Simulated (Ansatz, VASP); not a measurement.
**NaCl: VASP beside Ansatz**

INCAR

```
SYSTEM = NaCl
  PREC = Accurate
  ENCUT = 520
  EDIFF = 1E-6
  ISMEAR = 0
  SIGMA = 0.05
  LREAL = .FALSE.
  LASPH = .TRUE.
  NELM = 60
  ALGO = Normal
  ISIF = 2
  LWAVE = .FALSE.
  LCHARG = .FALSE.
  GGA = PS
  NBANDS = 14
```

The input KPOINTS:

```
Automatic mesh
0
G
  8 8 8
  0 0 0
```

File POSCAR:

```
NaCl
1.0
    3.4464937005      0.0000000000      0.0000000000
    0.0000000000      3.4464937005      0.0000000000
    0.0000000000      0.0000000000      3.4464937005
Na Cl
1 1
Direct
    0.0000000000      0.0000000000      0.0000000000
    0.5000000000      0.5000000000      0.5000000000
```

Input for Ansatz:

```yaml
crystal:
  lattice:
    - [3.4464937005, 0.0, 0.0]
    - [0.0, 3.4464937005, 0.0]
    - [0.0, 0.0, 3.4464937005]
  atoms:
    - { symbol: Na, position: [0.0, 0.0, 0.0] }
    - { symbol: Cl, position: [0.5, 0.5, 0.5] }
basis:
  ecutwfc: 420
  ecutrho_ratio: 4
kpoints:
  mp_grid: { grid: [8, 8, 8] }
hamiltonian:
  xc: pbesol
scf:
  occupations: { method: gaussian, width: 0.05 }
output:
  forces: true
  stress: true
  eigenvalues: true
```

Alike in both runs: task single point; functional PBEsol; k mesh 8 × 8 × 8; occupations gaussian, width 0.05 eV; no spin polarisation.

```csv
,VASP,Ansatz
version,VASP 6.6.1,Ansatz 0.2.0
potentials or method,"VASP PAW PBE potentials, release 64 (Na_pv, Cl)","scalar-relativistic, plane waves, PAW"
plane-wave cutoff (eV),520,420
valence electrons in the cell,14,16
```

```csv
,VASP,Ansatz,Ansatz less VASP
gap on the k mesh at the Fermi level (eV),3.99,4.00,+0.003
least direct gap on the mesh (eV),4.53,4.54,+0.003
pressure (GPa),0.0,0.0,0.00
```

The functional is the same, so the differences come from potentials, cutoffs and numerics. The two sets of potentials don't hold the same shells in valence.

Caveats: the PAW data sets were made with another functional, which shifts forces and pressure a little (VASP). A k mesh can miss the band edges. As with any semilocal functional, this PBEsol gap is likely too small.
